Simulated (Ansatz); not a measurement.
Structure search for AgCl

The calculation used DFT PBE, scalar-relativistic, plane waves, PAW in Ansatz. All cells share a 420 eV cutoff and Γ-centred k meshes spaced at most about 0.3 Å⁻¹ (about 0.25 or finer for metals, 2π included). No spin polarisation.

Energies over the elements count from the elements' standard structures at the same level (Cl₂ as a molecule), with no fitted energy shifts.

Temperature and zero-point effects are left out. Larger cells and other orderings weren't all tried, so the list isn't exhaustive. The k mesh leaves some 4 meV/atom of noise in the energy of each metallic cell. No dispersion correction is applied, so the spacing and binding between layers, chains or molecules are poorly described (P4/nmm), and this can change margins and order among such cells. Kohn–Sham gaps at this level usually fall short of measured ones. The zero gap of P6/mmm may come from the functional, which often closes small gaps.

Invented guesses and database cells were relaxed alike, and ends that match in structure were merged. ΔE counts from the first row. Coordination counts Cl atoms around Ag (those within 1.25 times the shortest such distance or 1.15 times the sum of covalent radii; a plus sign parts nearer from farther groups; the shortest distance is added where it is long for a bond). The ends were matched against large subsets of the Crystallography Open Database and the Materials Project, so a missing match doesn't prove that a structure is unreported.

```tsv
#	reached from	type and space group	atoms	Å³/atom	coordination	ΔE (meV/atom)	gap on mesh (eV)	in databases	checks
1	GaP type (F-43m)	zinc blende, F-43m (No. 216)	2	27.8	Ag 4	0	1.29	no match	no imaginary mode at Γ (other wave vectors untested)
2	a relaxed cell, shaken at random and relaxed again	P6_3/mmc (No. 194)	4	26.4	Ag 3+2	11	1.34	no match	-
3	a cell as deposited in COD	rock salt, Fm-3m (No. 225)	2	22.1	Ag 6	25	0.92	COD	no imaginary mode on a 4×4×4 q mesh
4	a Materials Project cell	Cmcm (No. 63)	4	21.4	Ag 4+1+2	59	0.42	Materials Project, matches COD	-
5	litharge type (P4/nmm)	P4/nmm (No. 129)	4	32.8	Ag 4	107	0.58	no match	-
6	CoSn type (P6/mmm)	P6/mmm (No. 191)	6	22.7	Ag 4+2	111	0.00	no match	-
7	caesium chloride type (Pm-3m)	caesium chloride, Pm-3m (No. 221)	2	20.2	Ag 8 from 3.0 Å	164	0.57	matches a Materials Project cell	-
```

The lowest: Space group F-43m (No. 216), cubic, a = 6.059 Å. Around Ag lie 4 Cl at 2.62 Å; Cl has 4 Ag at 2.62 Å. Its energy over the elements is −0.476 eV/atom. A negative formation energy is needed for stability but isn't enough: competing phases decide. The Crystallography Open Database (COD) lists a cell that the form in Fm-3m (No. 225) matches; that form lies 25 meV/atom higher at this level, which the functional's error, temperature or pressure may reverse in nature.

```
CELL_PARAMETERS angstrom
0.00000 3.02972 3.02972
3.02972 0.00000 3.02972
3.02972 3.02972 0.00000
ATOMIC_POSITIONS crystal
Ag 0.00000 0.00000 0.00000
Cl 0.75000 0.75000 0.75000
```

The second: Space group P6_3/mmc (No. 194), hexagonal, a = 4.515 Å, c = 5.975 Å. Around Ag lie 3 Cl at 2.61 Å and 2 Cl at 2.99 Å; around Cl lie 3 Ag at 2.61 Å and 2 Ag at 2.99 Å. Counting Cl atoms around Ag, the first has Ag 4 and the second has Ag 3+2. Shaken at random and relaxed again, row 1 came back. Cells without such a test can be saddle points. Some candidate types were left out of the draw beforehand, so a known form may be missing.
